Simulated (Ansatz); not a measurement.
TiC: moving Ti off its site

TiC, Fm-3m, a = 4.328 Å (as given, not relaxed at this level: -6.1 GPa). Ansatz: PBEsol, PAW, 420 eV, Γ-centred 18×18×18 mesh on 2 atoms, Gaussian smearing 0.15 eV; no spin polarisation.

```
Ti C
1.0
     0.00000    2.16400    2.16400
     2.16400    0.00000    2.16400
     2.16400    2.16400    0.00000
Ti C
1 1
Direct
  0.00000 0.00000 0.00000
  0.50000 0.50000 0.50000
```

Atom 1 (Ti) moves by x along the unit vector (0.000, 0.000, -1.000), with its periodic images; all else is held. y is the free energy of the cell over the start, F the force along the path summed over the moved atoms. Symmetry makes y even in x.

| x (Å) | y (meV) | F (eV/Å) |
| --- | --- | --- |
| -0.3000 | ? | ? |
| -0.1500 | 103.5 | 1.39 |
| 0.0000 | 0.0 | 0.00 |
| 0.0375 | 6.6 | -0.35 |
| 0.0750 | 26.2 | -0.69 |
| 0.1125 | 58.4 | -1.02 |
| 0.1875 | 163.5 | -1.82 |
| 0.2250 | 240.7 | -2.31 |
| 0.2625 | 337.6 | -2.86 |

**Question.** Fit y = c2 x² + c4 x⁴ to the energies of the other rows, give the force constant, and predict energy and force of the missing row.

**Answer.** Least squares on the rows shown. y = 4438.1 x² + 6579.7 x⁴. The force constant is 2 c2 = 8.88 eV/Å², for the cell as given, at -6.1 GPa (for all images moving together, not for a lone atom). With two atoms in a cubic cell this is the optical mode at Γ (in a metal it hangs on mesh and smearing): ω = 521.5 √(2 c2/μ) = 501 cm⁻¹ for μ = 9.60 u. The force −dy/dx at the missing row is 3.37 eV/Å (computed 3.48). At x = -0.3000 the fit asked for gives 452.7 meV. The run gave 456.4 meV, so the fit is 3.7 meV too low, a small miss on the scale of the series.

The energy rises on every step away from the octahedral site, so Ti shows no tendency to go off-centre along this path. The stiffness fits the bonding in TiC: Ti 3d–C 2p states are filled up to a pseudogap near the Fermi level, and the shift disturbs these directional bonds while pressing Ti against one carbon. Inversion symmetry cancels the odd terms, and short-range repulsion from the approached carbon probably dominates the steep rise at large x.

The hardening is not uniform, however. Energy divided by x² first falls slightly and only then climbs, which a positive quartic term alone cannot reproduce. The fit therefore runs below the computed energies at the smallest displacements, and 8.88 eV/Å² probably understates the curvature at the origin, as 501 cm⁻¹ does the harmonic frequency. A sixth-order term or a subtle change in band occupation could each be responsible. The quartic coefficient is thus an effective value for this range, and its variation with direction remains untested.
